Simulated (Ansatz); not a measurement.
## BaTiO₃: deformation potentials from a series

```xyz
5
Lattice="4.0073 0.0000 0.0000 0.0000 4.0073 0.0000 0.0000 0.0000 4.0073" Properties=species:S:1:pos:R:3 pbc="T T T"
Ba    2.0036    2.0036    2.0036
Ti    0.0000    0.0000    0.0000
O     2.0036    0.0000    0.0000
O     0.0000    2.0036    0.0000
O     0.0000    0.0000    2.0036
```

Atoms are numbered in the order listed.

The cell is COD entry 1507757, as deposited and not checked against the literature; nothing was relaxed.

Spin–orbit coupling is left out, though it moves levels of the heavy atoms by tenths of an eV or more.

All numbers below come from Ansatz 0.2.0, DFT, PBE, all-electron LAPW, scalar-relativistic.

Settings: a Γ-centred 8×8×8 k mesh, Fermi–Dirac smearing of 0.05 eV, basis error target 1 meV/atom, no spin polarisation.

The cell is scaled evenly. Fractional coordinates are held (clamped ions).

The valence-band top of this crystal doesn't lie at Γ but 0.11 eV above the top filled level there.

Only quantities that a quadratic follows smoothly over the whole series are listed; rougher ones are left out.

| ln(V/Vcell) | direct gap at Γ (eV) | smallest gap on mesh and path (eV) |
| --- | --- | --- |
| -0.0619 | 1.968 | 1.928 |
| -0.0408 | 1.950 | 1.884 |
| -0.0101 | 1.919 | 1.818 |
| 0.0000 | 1.908 | 1.797 |
| 0.0100 | 1.897 | 1.776 |
| 0.0198 | 1.885 | 1.754 |
| 0.0392 | 1.861 | 1.713 |
| 0.0583 | 1.836 | 1.672 |

Q: Fit the series and give the slopes at zero strain.

A: Least-squares fits y = p0 + p1 x + p2 x² to the rows give direct gap at Γ (eV): p1 = -1.11, p2 = -2.2; smallest gap on mesh and path (eV): p1 = -2.13, p2 = -0.18. So dEg/dln V = -1.1 eV for the direct gap at Γ, which isn't the fundamental gap here: that one has dEg/dln V = -2.1 eV. Semilocal gaps are too small, but their slopes carry over better.

Q: One run, at ln(V/Vcell) = -0.0202, is withheld. Predict its row.

A: The fits give 1.930, 1.840; the run gave 1.930, 1.840.
